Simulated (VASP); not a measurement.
# C (I4_122) in VASP: notebook

One crystal, C, is run at these levels: PBE; tasks: single point, relaxation of cell and atoms.

Everything below comes from runs of VASP 6.6.1. Logs are shortened: lines on timing, memory, paths and dates and some standing lists are left out, and cuts for length are marked.

## (1) The structure

The structure is tetragonal, space group I4_122 (No. 98). The conventional cell has a = 2.915 Å, b = 2.915 Å, c = 5.927 Å, α = 90.00°, β = 90.00°, γ = 90.00°. Around C (site symmetry 2) lie 4 C at 1.57 to 1.63 Å.

The cell was built by a generator and needn't be a form met in nature.

## (2) Single point, PBE

Contents of INCAR:

```
SYSTEM = C
ALGO = Normal
EDIFF = 1E-6
ENCUT = 520
GGA = PE
ISIF = 2
ISMEAR = 0
LASPH = .TRUE.
LCHARG = .FALSE.
LREAL = .FALSE.
LWAVE = .FALSE.
NBANDS = 16
NELM = 100
PREC = Accurate
SIGMA = 0.1
```

Contents of KPOINTS:

```
k-points
0
G
  8 8 8
  0 0 0
```

Contents of POSCAR:

```
C
1.0
   -1.4573983733      1.4573983733      2.9632540511
    1.4573983733     -1.4573983733      2.9632540511
    1.4573983733      1.4573983733     -2.9632540511
C
4
Direct
    0.3750000000      1.0010115832      0.1260115832
    0.7510115832      0.1250000000      0.1260115832
   -0.0010115832      0.6250000000      0.8739884168
    0.8750000000      0.2489884168      0.8739884168
```

Potentials or basis: VASP PAW PBE potentials, release 64 (C).

The run is started by

```sh
$ cat potpaw_PBE.64/C/POTCAR > POTCAR
$ mpirun -np 1 vasp_std > vasp.out
```

OUTCAR:

```text
SYSTEM = C
   EDIFF = 1E-6
   ENCUT = 520
   GGA = PE
   ISIF = 2
   ISMEAR = 0
   LASPH = .TRUE.
   LREAL = .FALSE.
   NELM = 100
   PREC = Accurate

 ion  position               nearest neighbor table
   1  0.375  0.001  0.126-   3 1.57   2 1.57   4 1.63   4 1.63
   2  0.751  0.125  0.126-   1 1.57   4 1.57   3 1.63   3 1.63
   3  0.999  0.625  0.874-   1 1.57   4 1.57   2 1.63   2 1.63
   4  0.875  0.249  0.874-   2 1.57   3 1.57   1 1.63   1 1.63

  LATTYP: Found a body centered tetragonal cell.
 ALAT       =     2.9147967466
 C/A-ratio  =     2.0332491825

  Lattice vectors:

 A1 = (  -1.4573983733,   1.4573983733,   2.9632540511)
 A2 = (   1.4573983733,  -1.4573983733,   2.9632540511)
 A3 = (   1.4573983733,   1.4573983733,  -2.9632540511)

Analysis of symmetry for initial positions (statically):
=====================================================================
 Subroutine PRICEL returns:
 Original cell was already a primitive cell.

 Routine SETGRP: Setting up the symmetry group for a
 body centered tetragonal supercell.

 Subroutine GETGRP returns: Found  8 space group operations
 (whereof  4 operations were pure point group operations)
 out of a pool of 16 trial point group operations.

The static configuration has the point symmetry D_2 .
 The point group associated with its full space group is D_4 .

Analysis of symmetry for dynamics (positions and initial velocities):
=====================================================================
 Subroutine PRICEL returns:
 Original cell was already a primitive cell.

 Routine SETGRP: Setting up the symmetry group for a
 body centered tetragonal supercell.

 Subroutine GETGRP returns: Found  8 space group operations
 (whereof  4 operations were pure point group operations)
 out of a pool of 16 trial point group operations.

The dynamic configuration has the point symmetry D_2 .
 The point group associated with its full space group is D_4 .

 Subroutine INISYM returns: Found  8 space group operations
 (whereof  4 operations are pure point group operations),
 and found     1 'primitive' translations

----------------------------------------------------------------------------------------

                                     Primitive cell

  volume of cell :      25.1759

  direct lattice vectors                    reciprocal lattice vectors
    -1.457398373  1.457398373  2.963254051     0.000000000  0.343077095  0.168733423
     1.457398373 -1.457398373  2.963254051     0.343077095  0.000000000  0.168733423
     1.457398373  1.457398373 -2.963254051     0.343077095  0.343077095  0.000000000

  length of vectors
     3.609556013  3.609556013  3.609556013     0.382325596  0.382325596  0.485184281

  position of ions in fractional coordinates (direct lattice)
     0.375000000  0.001011583  0.126011583
     0.751011583  0.125000000  0.126011583
     0.998988417  0.625000000  0.873988417
     0.875000000  0.248988417  0.873988417

  ion indices of the primitive-cell ions
   primitive index   ion index
                 1           1
                 2           2
                 3           3
                 4           4

----------------------------------------------------------------------------------------

 KPOINTS: k-points

Automatic generation of k-mesh.
 Grid dimensions read from file:
 generate k-points for:    8    8    8

 Generating k-lattice:

  Cartesian coordinates                     Fractional coordinates (reciprocal lattice)
     0.000000000  0.042884637  0.021091678     0.125000000  0.000000000  0.000000000
     0.042884637  0.000000000  0.021091678     0.000000000  0.125000000  0.000000000
     0.042884637  0.042884637  0.000000000     0.000000000  0.000000000  0.125000000

  Length of vectors
     0.047790699  0.047790699  0.060648035

  Shift w.r.t. Gamma in fractional coordinates (k-lattice)
     0.000000000  0.000000000  0.000000000

 Subroutine IBZKPT returns following result:
 ===========================================

 Found     59 irreducible k-points:

 Following reciprocal coordinates:
            Coordinates               Weight
  0.000000  0.000000  0.000000      1.000000
  0.125000 -0.000000  0.000000      8.000000
  0.250000 -0.000000  0.000000      8.000000
  0.375000  0.000000 -0.000000      8.000000
  0.500000 -0.000000  0.000000      4.000000
  0.125000  0.125000  0.000000      8.000000
[... 16 lines left out ...]
  0.250000  0.125000  0.125000     16.000000
  0.375000  0.125000  0.125000      8.000000
 [... further k-points ...]
   k-points           NKPTS =     59   k-points in BZ     NKDIM =     59   number of bands    NBANDS=     16
   number of dos      NEDOS =    301   number of ions     NIONS =      4
   total plane-waves  NPLWV =  21952
   dimension x,y,z NGX =    28 NGY =   28 NGZ =   28
   dimension x,y,z NGXF=    56 NGYF=   56 NGZF=   56
   ions per type =               4
   NGX,Y,Z   is equivalent  to a cutoff of  12.90, 12.90, 12.90 a.u.
   NGXF,Y,Z  is equivalent  to a cutoff of  25.79, 25.79, 25.79 a.u.
 SYSTEM =  C
   PREC   = accura    normal or accurate (medium, high low for compatibility)
   ISTART =      0    job   : 0-new  1-cont  2-samecut
   ICHARG =      2    charge: 1-file 2-atom 10-const
   ISPIN  =      1    spin polarized calculation?
   LNONCOLLINEAR =      F non collinear calculations
   LSORBIT =      F    spin-orbit coupling
   LASPH  =      T    aspherical Exc in radial PAW
   ENCUT  =  520.0 eV  38.22 Ry    6.18 a.u.   6.71  6.71  6.71*2*pi/ulx,y,z
   NELM   =    100;   NELMIN=  2; NELMDL= -5     # of ELM steps
   EDIFF  = 0.1E-05   stopping-criterion for ELM
   LREAL  =      F    real-space projection
   EDIFFG = 0.1E-04   stopping-criterion for IOM
   NSW    =      0    number of steps for IOM
   IBRION =     -1    ionic relax: 0-MD 1-quasi-New 2-CG
   NFREE  =      0    steps in history (QN), initial steepest desc. (CG)
   ISIF   =      2    stress and relaxation
   ISYM   =      2    0-nonsym 1-usesym 2-fastsym
   POTIM  = 0.5000    time-step for ionic-motion
   TEBEG  =    0.0;   TEEND  =   0.0 temperature during run
   PSTRESS=    0.0 pullay stress
   NELECT =      16.0000    total number of electrons
   NUPDOWN=      -1.0000    fix difference up-down
   EMIN   =  10.00;   EMAX   =-10.00  energy-range for DOS
   EFERMI =   0.00;   METHOD = LEGACY
   ISMEAR =     0;   SIGMA  =   0.10  broadening in eV -4-tet -1-fermi 0-gaus
   EFERMI_NEDOS =   21; number of points for ismear=-14 and -15
   IALGO  =     38    algorithm
   IMIX   =      4    mixing-type and parameters
     AMIX     =   0.40;   BMIX     =  1.00
     AMIX_MAG =   1.60;   BMIX_MAG =  1.00
  volume/ion in A,a.u.               =       6.29        42.47
  Fermi-wavevector in a.u.,A,eV,Ry     =   1.407515  2.659818 26.954479  1.981098
  Thomas-Fermi vector in A             =   2.529766
   LORBIT       =      0    0 simple, 1 ext, 2 COOP (PROOUT), +10 PAW based schemes
   GGA     = PE    functional components
   LHFCALC =     F    Hartree Fock is set to
   AEXX    =    0.0000 exact exchange contribution
   IVDW    =     0    specifies the selected vdW correction
   LEPSILON=     F    determine dielectric tensor
   LRPA    =     F    only Hartree local field effects (RPA)
 non-spin polarized calculation
 Gauss-broadening in eV      SIGMA  =   0.10
  energy-cutoff  :      520.00
  volume of cell :       25.18
 maximum number of plane-waves:       696
   NGX = 13   NGY = 13   NGZ = 13

 number of electron      16.0000000 magnetization

 Free energy of the ion-electron system (eV)
  ---------------------------------------------------
  ext. energy  EPLUGINS =         0.00000000
  ---------------------------------------------------
  free energy    TOTEN  =       -29.70637055 eV

  energy without entropy =      -29.70492629  energy(sigma->0) =      -29.70564842

 E-fermi :   9.0310     XC(G=0): -12.7860

 val. band max:        8.9976187054   @ k =  -0.3750  -0.3750   0.2500
 cond. band min:       9.0625140658   @ k =  -0.2500  -0.2500   0.2500
 fundamental gap:      0.0648953604
 Fermi energy:         9.0309702150

 k-point     1 :       0.0000    0.0000    0.0000
  band No.  band energies     occupation
      1     -12.4585      2.00000
      2      -2.7360      2.00000
      3       1.2811      2.00000
      4       1.9326      2.00000
      5       1.9326      2.00000
      6       2.9337      2.00000
[... 8 lines left out ...]
     15      22.1921      0.00000
     16      22.1921      0.00000

 k-point     2 :       0.1250   -0.0000    0.0000
  band No.  band energies     occupation
      1     -12.2104      2.00000
      2      -3.1253      2.00000
      3       0.4732      2.00000
      4       0.9518      2.00000
      5       2.6591      2.00000
      6       3.2422      2.00000
[... 8 lines left out ...]
     15      22.2222      0.00000
     16      22.6880      0.00000

 k-point     3 :       0.2500   -0.0000    0.0000
  band No.  band energies     occupation
      1     -11.4855      2.00000
      2      -4.2470      2.00000
      3      -1.0012      2.00000
      4      -0.0713      2.00000
      5       3.0120      2.00000
      6       3.9513      2.00000
[... 8 lines left out ...]
     15      21.9234      0.00000
     16      22.9437      0.00000

 k-point     4 :       0.3750    0.0000   -0.0000
  band No.  band energies     occupation
      1     -10.3851      2.00000
      2      -5.9280      2.00000
      3      -1.7665      2.00000
      4      -0.8977      2.00000
      5       2.9483      2.00000
      6       4.5068      2.00000
[... 8 lines left out ...]
     15      22.0863      0.00000
     16      23.1308      0.00000
[... 324 lines left out ...]
 k-point    22 :       0.1250    0.1250    0.1250
  band No.  band energies     occupation
      1     -10.7206      2.00000
      2      -4.2846      2.00000
      3      -1.5697      2.00000
      4      -0.3840      2.00000
      5       1.3106      2.00000
      6       2.2647      2.00000
[... 8 lines left out ...]
     15      21.8228      0.00000
     16      22.6583      0.00000

 k-point    23 :       0.2500    0.1250    0.1250
  band No.  band energies     occupation
      1      -9.6394      2.00000
      2      -5.5550      2.00000
      3      -2.1117      2.00000
      4      -0.9341      2.00000
      5       0.8753      2.00000
      6       2.7801      2.00000
[... 8 lines left out ...]
     15      22.0762      0.00000
     16      22.3311      0.00000

 k-point    24 :       0.3750    0.1250    0.1250
  band No.  band energies     occupation
      1      -8.8183      2.00000
      2      -6.5456      2.00000
      3      -2.1705      2.00000
      4      -1.2639      2.00000
      5       0.7577      2.00000
      6       2.9875      2.00000
[... 8 lines left out ...]
     15      22.0172      0.00000
     16      22.5912      0.00000

 [... further k-points ...]

------------------------ aborting loop because EDIFF is reached ----------------------------------------

  FORCE on cell =-STRESS in cart. coord.  units (eV):
  Direction    XX          YY          ZZ          XY          YZ          ZX
  --------------------------------------------------------------------------------------
  -------------------------------------------------------------------------------------
  Total        0.0685569      0.0685569      0.0968990      0.0000000      0.0000000      0.0000000
  in kB        4.3629083      4.3629083      6.1665802      0.0000000      0.0000000      0.0000000
  external PRESSURE =       4.9641323 kB  Pullay stress =       0.0000000 kB

 VOLUME and BASIS-vectors are now :
 -----------------------------------------------------------------------------
  energy-cutoff  :      520.00
  volume of cell :       25.18
      direct lattice vectors                 reciprocal lattice vectors
    -1.457398373  1.457398373  2.963254051     0.000000000  0.343077095  0.168733423
     1.457398373 -1.457398373  2.963254051     0.343077095  0.000000000  0.168733423
     1.457398373  1.457398373 -2.963254051     0.343077095  0.343077095  0.000000000

 POSITION                                       TOTAL-FORCE (eV/Angst)
 -----------------------------------------------------------------------------------
     -0.36140      0.72870      0.74081         0.003597      0.000000      0.000000
     -0.72870      1.09600      2.22244        -0.000000      0.003597      0.000000
      0.72870      1.81880      2.22244         0.000000     -0.003597     -0.000000
      0.36140      2.18610      0.74081        -0.003597      0.000000     -0.000000
 -----------------------------------------------------------------------------------
    total drift:                               -0.000000      0.000000     -0.000000

  FREE ENERGIE OF THE ION-ELECTRON SYSTEM (eV)
  ---------------------------------------------------
  free  energy   TOTEN  =       -29.7063705455 eV

  energy  without entropy=      -29.7049262935  energy(sigma->0) =      -29.70564842
```

It took 27 s on 1 thread of AMD EPYC 7R13 (Zen 3), shared host; peak memory 0.12 GiB.

Results:

- Free energy: -29.7064 eV
- Pressure: 0.5 GPa
- Largest force: 0.004 eV/Å
- Band gap on the k mesh: none (metal or under the smearing width)

Forces on the atoms (eV/Å):
```
C    0.004  0.000  0.000
C    0.000  0.004  0.000
C    0.000 -0.004  0.000
C   -0.004  0.000  0.000
```

Caveat: the k mesh is coarse (spacing up to 0.38 Å⁻¹), so the values aren't converged.

## (3) Relaxation of cell and atoms, PBE

This run uses another cell than the first one, of 5.34 Å³/atom, 0.848 times its volume.

Contents of INCAR:

```
SYSTEM = C
PREC = Accurate
ENCUT = 600
EDIFF = 1E-6
ISMEAR = 0
SIGMA = 0.1
LREAL = .FALSE.
LASPH = .TRUE.
NELM = 100
ALGO = Fast
ISIF = 3
LWAVE = .FALSE.
LCHARG = .FALSE.
GGA = PE
IBRION = 2
NSW = 90
EDIFFG = -0.04
```

Contents of KPOINTS:

```
Automatic mesh
0
G
  8 8 8
  0 0 0
```

Contents of POSCAR:

```
C
1.0
   -1.3885943000      1.3885943000      2.7695623600
    1.3885943000     -1.3885943000      2.7695623600
    1.3885943000      1.3885943000     -2.7695623600
C
4
Direct
    0.3750000000      0.9863820100      0.1113820100
    0.7363820100      0.1250000000      0.1113820100
    0.0136179900      0.6250000000      0.8886179900
    0.8750000000      0.2636179900      0.8886179900
```

Potentials or basis: VASP PAW PBE potentials, release 64 (C).

The run is started by

```sh
$ cat potpaw_PBE.64/C/POTCAR > POTCAR
$ mpirun -np 1 vasp_std > vasp.out
```

Run time: 2.1 min. Hardware: 1 thread of AMD EPYC 7R13 (Zen 3), shared host; peak memory 0.13 GiB.

Results (log left out):

- Free energy: -29.7025 eV
- Relaxed volume: 6.30 Å³/atom
- Relaxed cell: a = 3.611 Å, b = 3.611 Å, c = 3.611 Å, α = 132.37°, β = 132.37°, γ = 69.64°
- Space group after relaxing (to 0.05 Å): I4_122 (No. 98)
- Energy gained by relaxing: 256.9 meV/atom
- Ionic steps: 12
- Pressure after relaxing: 0.1 GPa
- Largest force after relaxing: 0.007 eV/Å
- Band gap on the k mesh: none (metal or under the smearing width)

Forces on the atoms (eV/Å):
```
C   -0.007  0.000  0.000
C    0.000 -0.007  0.000
C    0.000  0.007  0.000
C    0.007  0.000  0.000
```

Stress tensor (GPa, compression positive):
```
0.12 0.00 0.00
0.00 0.12 0.00
0.00 0.00 0.01
```

Step by step:
```tsv
step	energy change (eV)	largest force (eV/Å)	pressure (GPa)	volume (Å³)
1	0.0000	1.9855	77.59	21.36
2	0.2593	1.4152	-42.88	30.27
3	-1.0037	0.4124	0.65	24.92
4	-1.0070	0.3410	3.17	24.74
5	-1.0072	0.3117	4.19	24.67
6	-1.0160	0.3707	-2.86	25.24
7	-1.0204	0.1180	-0.40	25.03
8	-1.0257	0.0828	0.34	25.07
9	-1.0272	0.0550	1.04	25.11
10	-1.0273	0.0518	1.12	25.11
11	-1.0274	0.0561	-0.78	25.28
12	-1.0277	0.0065	0.08	25.20
```

Final structure:
```
CELL_PARAMETERS angstrom
-1.45791 1.45791 2.96433
1.45791 -1.45791 2.96433
1.45791 1.45791 -2.96433
ATOMIC_POSITIONS crystal
C 0.37500 0.00112 0.12612
C 0.75112 0.12500 0.12612
C 0.99888 0.62500 0.87388
C 0.87500 0.24888 0.87388
```

Levels at points of the mesh, in eV from the Fermi level:
| k point | band 4 | band 5 | band 6 | band 7 | band 8 | band 9 | band 10 | band 11 | band 12 |
| --- | --- | --- | --- | --- | --- | --- | --- | --- | --- |
| (0.00, 0.00, 0.00) | -7.09 | -7.09 | -6.09 | -5.57 | -1.94 | 1.44 | 1.45 | 1.45 | 10.02 |
| (0.50, 0.00, 0.00) | -10.27 | -6.10 | -4.22 | -3.20 | -0.91 | 0.67 | 3.80 | 6.41 | 8.26 |
| (0.50, 0.50, 0.00) | -9.52 | -8.93 | -8.92 | -4.39 | -1.71 | 2.14 | 5.38 | 8.46 | 11.01 |
| (0.50, 0.50, 0.50) | -7.66 | -7.66 | -3.38 | -1.83 | 0.43 | 0.43 | 6.21 | 6.72 | 6.72 |

Caveat: the k mesh is coarse (spacing up to 0.40 Å⁻¹), so the values aren't converged; the volume moved by over 15 % at a fixed basis, so the end points are rough.

## (4) Single point, PBE

Contents of INCAR:

```
  ALGO = Fast
  EDIFF = 1E-6
  ENCUT = 520
  GGA = PE
  ISIF = 2
  ISMEAR = 0
  LASPH = True
  LCHARG = False
  LREAL = False
  LWAVE = False
  NBANDS = 16
  NELM = 100
  PREC = Accurate
  SIGMA = 0.1
```

Contents of KPOINTS:

```
k-points
0
Gamma
  22 22 22
```

Contents of POSCAR:

```
C
1.0
   -1.4563613469      1.4563613469      2.9670657271
    1.4563613469     -1.4563613469      2.9670657271
    1.4563613469      1.4563613469     -2.9670657271
C
4
Direct
    0.3750000000      0.0008940119      0.1258940119
    0.7508940119      0.1250000000      0.1258940119
    0.9991059881      0.6250000000      0.8741059881
    0.8750000000      0.2491059881      0.8741059881
```

The run is started by

```sh
$ cat potpaw_PBE.64/C/POTCAR > POTCAR
$ mpirun -np 1 vasp_std > vasp.out
```

Wall time 3.2 min (1 thread of Intel Xeon 6975P-C (Granite Rapids), shared host); peak memory 0.34 GiB.

It converged, with:

```yaml
Free_energy: -29.7005 eV
Pressure: 0.4 GPa
Band_gap_on_the_k_mesh: none (metal or under the smearing width)
```

Forces in eV/Å, atoms in the order of the input:
```
C   -0.002  0.000  0.000
C    0.000 -0.002  0.000
C    0.000  0.002  0.000
C    0.002  0.000  0.000
```

Stress tensor (GPa, compression positive):
```
0.30 0.00 0.00
0.00 0.30 0.00
0.00 0.00 0.50
```

Levels at points of the mesh, in eV from the Fermi level:
```
           k point  band 4  band 5  band 6  band 7  band 8  band 9  band 10  band 11  band 12  band 13
(0.00, 0.00, 0.00)   -7.15   -7.15   -6.18   -5.66   -2.02    1.34     1.39     1.39     9.96     9.96
(0.50, 0.00, 0.00)  -10.37   -6.18   -4.28   -3.27   -0.99    0.57     3.72     6.32     8.19     8.85
(0.50, 0.50, 0.00)   -9.61   -9.01   -9.00   -4.48   -1.81    2.04     5.28     8.41    10.96    11.26
(0.50, 0.50, 0.50)   -7.74   -7.74   -3.45   -1.89    0.34    0.34     6.15     6.61     6.61     7.89
```

## (5) Summary

```tsv
task	cell	k mesh	cutoff (eV)	mesh quality	gap on the mesh (eV)	pressure (GPa)
single point	I4_122, 6.29 Å³/atom	8 × 8 × 8	520	coarse	none	0.5
relaxation of cell and atoms	relaxed	8 × 8 × 8	600	coarse	none	0.1
single point	I4_122, 6.29 Å³/atom	22 × 22 × 22	520	not flagged	none	0.4
```

Alike in all rows: level PBE; potentials or basis VASP PAW PBE potentials, release 64 (C); no spin polarisation; smearing gaussian 0.1 eV.

Caveats: some runs use coarse meshes; the volume moved by over 15 % at a fixed basis, so the end points are rough (some runs).

Total energies depend on the potentials used, so only differences within one code and one set of settings carry meaning.
